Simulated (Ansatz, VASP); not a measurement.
H: VASP beside Ansatz

INCAR

```
PREC     = Accurate       # precision mode
ENCUT    = 520            # plane-wave cutoff, eV
EDIFF    = 1E-6           # SCF threshold, eV
ISMEAR   = 0              # smearing method
SIGMA    = 0.05           # smearing width, eV
LREAL    = False          # projectors in reciprocal space
LASPH    = True           # aspherical terms in the spheres
NELM     = 80             # most SCF steps
ALGO     = Normal         # electronic algorithm
ISIF     = 2              # what is computed and relaxed
LWAVE    = False          # write WAVECAR
LCHARG   = False          # write CHGCAR
GGA      = CA             # functional
NBANDS   = 10             # bands
```

File KPOINTS:

```
Automatic mesh
0
Gamma
  8 8 4
```

The input POSCAR:

```
H
1.0
    1.7309584530     -2.8682726415      0.0000000000
    1.7309584530      2.8682726415      0.0000000000
    0.0000000000      0.0000000000      6.3137686200
H
4
Direct
    0.5678085000      0.4321915000      0.9995149500
    0.4321915000      0.5678085000      0.0004850500
    0.4321915000      0.5678085000      0.4995149500
    0.5678085000      0.4321915000      0.5004850500
```

Input for Ansatz:

```yaml
crystal:
  lattice:
    - [1.730958453, -2.8682726415, 0.0]
    - [1.730958453, 2.8682726415, 0.0]
    - [0.0, 0.0, 6.31376862]
  atoms:
    - { symbol: H, position: [0.5678085, 0.4321915, 0.99951495] }
    - { symbol: H, position: [0.4321915, 0.5678085, 0.00048505] }
    - { symbol: H, position: [0.4321915, 0.5678085, 0.49951495] }
    - { symbol: H, position: [0.5678085, 0.4321915, 0.50048505] }
basis:
  ecutwfc: 420
kpoints:
  mp_grid: { grid: [8, 8, 4] }
hamiltonian:
  xc: lda
scf:
  occupations: { method: gaussian, width: 0.05 }
output:
  forces: true
  stress: true
  eigenvalues: true
```

Change from the starting cell: strain +0.050 along x and y, +0.000 along z, atoms carried along.

Alike in both runs: task single point; functional LDA; k mesh 8 × 8 × 4; occupations gaussian, width 0.05 eV; no spin polarisation.

```csv
,VASP,Ansatz
version,VASP 6.6.1,Ansatz 0.2.0
potentials or method,"VASP PAW LDA potentials, release 64 (H)","scalar-relativistic, plane waves, PAW"
plane-wave cutoff (eV),520,420
valence electrons in the cell,4,4
```

|  | VASP | Ansatz | Ansatz less VASP |
| --- | --- | --- | --- |
| gap on the k mesh at the Fermi level (eV) | 7.52 | 7.52 | +0.005 |
| least direct gap on the mesh (eV) | 7.52 | 7.52 | +0.004 |
| pressure (GPa) | -0.9 | -0.8 | +0.12 |
| largest component of the traceless stress (GPa) | 0.93 | 0.96 | +0.031 |
| rms of the force components (eV/Å) | 0.159 | 0.169 | +0.0101 |

Atom by atom the forces differ by 0.010 eV/Å (rms over components).

A k mesh can miss the band edges.
